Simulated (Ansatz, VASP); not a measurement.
**SiC in VASP and in Ansatz**

Contents of INCAR:

```
  ALGO = Normal
  EDIFF = 1E-6
  ENCUT = 520
  GGA = PE
  ISIF = 2
  ISMEAR = 0
  LASPH = True
  LCHARG = False
  LREAL = False
  LWAVE = False
  NBANDS = 11
  NELM = 60
  PREC = Accurate
  SIGMA = 0.05
```

KPOINTS

```
k-points
0
Gamma
  12 12 12
```

The input POSCAR:

```
SiC
1.0
   -0.0326100000      2.1740000000      2.1740000000
    2.1413900000      0.0000000000      2.1413900000
    2.1740000000      2.1740000000     -0.0326100000
Si C
1 1
Direct
    0.0000000000      0.0000000000      0.0000000000
    0.7500000000      0.7500000000      0.7500000000
```

Input for Ansatz:

```yaml
crystal:
  lattice:
    - [-0.03261, 2.174, 2.174]
    - [2.14139, 0.0, 2.14139]
    - [2.174, 2.174, -0.03261]
  atoms:
    - { symbol: Si, position: [0.0, 0.0, 0.0] }
    - { symbol: C, position: [0.75, 0.75, 0.75] }
basis:
  ecutwfc: 420
kpoints:
  mp_grid: { grid: [12, 12, 12] }
hamiltonian:
  xc: pbe
scf:
  occupations: { method: gaussian, width: 0.05 }
output:
  forces: true
  stress: true
  eigenvalues: true
```

Change from the starting cell: strain -0.0300 x Voigt [0, 0, 0, 0, 1, 0], atoms carried along.

Alike in both runs: task single point; functional PBE; k mesh 12 × 12 × 12; occupations gaussian, width 0.05 eV; no spin polarisation.

|  | VASP | Ansatz |
| --- | --- | --- |
| version | VASP 6.6.1 | Ansatz 0.2.0 |
| potentials or method | VASP PAW PBE potentials, release 64 (Si, C) | scalar-relativistic, plane waves, PAW |
| plane-wave cutoff (eV) | 520 | 420 |
| valence electrons in the cell | 8 | 8 |

VASP gave:

```
gap on the k mesh at the Fermi level (eV)       : 1.23
least direct gap on the mesh (eV)               : 4.28
pressure (GPa)                                  : 5.0
largest component of the traceless stress (GPa) : 8.40
rms of the force components (eV/Å)              : 0.151
```

Which values does Ansatz return?

gap on the k mesh at the Fermi level (eV): 1.23; least direct gap on the mesh (eV): 4.28; pressure (GPa): 5.1; largest component of the traceless stress (GPa): 8.37; rms of the force components (eV/Å): 0.152.

Atom by atom the forces differ by 0.000 eV/Å (rms over components).

A k mesh can miss the band edges.
